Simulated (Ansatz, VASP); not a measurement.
# Two plane-wave programs on SrTiO3

```
Sr Ti O
1.0
     3.89113    0.00000    0.00000
     0.00000    3.89113    0.00000
     0.00000    0.00000    3.89113
Sr Ti O
1 1 3
Direct
  0.00000 0.00000 0.00000
  0.50000 0.50000 0.50000
  0.50000 0.00000 0.50000
  0.50000 0.50000 0.00000
  0.00000 0.50000 0.50000
```

Alike in both runs: functional PBEsol; k mesh 8 × 8 × 8; occupations gaussian, width 0.02 eV; no spin polarisation.

Ansatz relaxed the structure, and its values are those at the end. VASP's run is a single point on that final structure, the one shown.

```csv
,VASP,Ansatz
version,VASP 6.6.1,Ansatz 0.2.0
potentials or method,"VASP PAW PBE potentials, release 64 (Sr_sv, Ti_sv, O)","scalar-relativistic, plane waves, PAW"
plane-wave cutoff (eV),520,420
valence electrons in the cell,40,40
```

```tsv
	VASP	Ansatz	Ansatz less VASP
gap on the k mesh at the Fermi level (eV)	1.82	1.85	+0.032
least direct gap on the mesh (eV)	2.17	2.19	+0.021
pressure (GPa)	0.7	0.0	-0.67
```

With one functional, cell and mesh, what is left measures potentials, basis and numerics.

Caveats: the PAW data sets were made with another functional, which shifts forces and pressure a little (VASP). As with any semilocal functional, this PBEsol gap is likely too small. A k mesh can miss the band edges.
